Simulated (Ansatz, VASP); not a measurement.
**As in VASP and in Ansatz**

INCAR

```
SYSTEM = As
ALGO = Normal ; EDIFF = 1E-6
ENCUT = 520 ; GGA = CA
ISIF = 2 ; ISMEAR = -1
LASPH = .TRUE. ; LCHARG = .FALSE.
LREAL = .FALSE. ; LWAVE = .FALSE.
NBANDS = 8 ; NELM = 80
PREC = Accurate ; SIGMA = 0.08
```

File KPOINTS:

```
k-points
0
G
  15 15 15
  0 0 0
```

Contents of POSCAR:

```
As
1.0
    2.3149946201      0.0000000000      0.0000000000
    0.0000000000      2.3149946201      0.0000000000
    0.0000000000      0.0000000000      2.3149946201
As
1
Direct
    0.0000000000      0.0000000000      0.0000000000
```

Input for Ansatz:

```yaml
crystal:
  lattice:
    - [2.3149946201, 0.0, 0.0]
    - [0.0, 2.3149946201, 0.0]
    - [0.0, 0.0, 2.3149946201]
  atoms:
    - { symbol: As, position: [0.0, 0.0, 0.0] }
kpoints:
  mp_grid: { grid: [15, 15, 15] }
scf:
  occupations: { method: fermi_dirac, width: 0.08 }
hamiltonian:
  xc: lda
  pseudopotentials: { kind: all_electron, lapw: { basis_error: 0.001 } }
output:
  forces: true
  stress: true
  eigenvalues: true
  populations: true
```

Change from the starting cell: volume scaled by 0.65, LAPW.

Alike in both runs: task single point; functional LDA; k mesh 15 × 15 × 15; occupations fermi-dirac, width 0.08 eV; no spin polarisation.

|  | VASP | Ansatz |
| --- | --- | --- |
| version | VASP 6.6.1 | Ansatz 0.2.0 |
| potentials or method | VASP PAW LDA potentials, release 64 (As) | all-electron LAPW, scalar-relativistic |
| plane-wave cutoff (eV) | 520 | see its input |

```tsv
	VASP	Ansatz	Ansatz less VASP
pressure (GPa)	106.4	102.3	-4.06
```

Ansatz ran all-electron here, so the differences hold the error of VASP's frozen core and of both bases.

Caveats: the cell as given lies far from equilibrium; so large a pressure means that the cell lies far from this level's equilibrium, or that cutoff or potentials fall short (VASP).
